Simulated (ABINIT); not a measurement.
Crystal: Ta2C.

```
Ta C
1.0
     3.10590    0.00000    0.00000
    -1.55295    2.68979    0.00000
     0.00000    0.00000    4.94640
Ta C
2 1
Direct
  0.66667 0.33333 0.74799
  0.33333 0.66667 0.25201
  0.00000 0.00000 0.00000
```

| Property | Result |
| --- | --- |
| Program | ABINIT 10.8.3 (patched build) |
| Task | relaxation of cell and atoms |
| Functional | LDA |
| Potentials or basis | PseudoDojo NC SR LDA v0.4.1 standard |
| Cutoff | 1116 eV |
| k mesh | 8 × 8 × 4 |
| Occupations | fermi-dirac, width 0.05 eV |
| Spin | no spin polarisation |

At the start: pressure -9.6 GPa; volume 13.77 Å³/atom.

How do energy, volume and symmetry change on relaxing?

Over 7 steps the energy falls by 14.4 meV/atom and the volume is 13.30 Å³/atom (-3.5 %); space group P-3m1 (No. 164, to 0.05 Å).

Step by step:
| step | energy change (eV) | largest force (eV/Å) | pressure (GPa) | volume (Å³) |
| --- | --- | --- | --- | --- |
| 1 | 0.0000 | 0.1430 | -9.55 | 41.32 |
| 2 | -0.0411 | 0.1665 | -1.22 | 40.13 |
| 3 | -0.0424 | 0.1572 | -0.01 | 39.95 |
| 4 | -0.0430 | 0.0945 | 0.33 | 39.87 |
| 5 | -0.0433 | 0.0151 | 0.20 | 39.86 |
| 6 | -0.0433 | 0.0004 | 0.04 | 39.88 |
| 7 | -0.0433 | 0.0002 | 0.00 | 39.89 |

Final structure:
```yaml
crystal:
  lattice:
    - [3.07119, 0.00000, 0.00000]
    - [-1.53559, 2.65973, 0.00000]
    - [0.00000, 0.00000, 4.88288]
  atoms:
    - { symbol: Ta, position: [0.66667, 0.33333, 0.74666] }
    - { symbol: Ta, position: [0.33333, 0.66667, 0.25334] }
    - { symbol: C, position: [0.00000, 0.00000, 0.00000] }
```
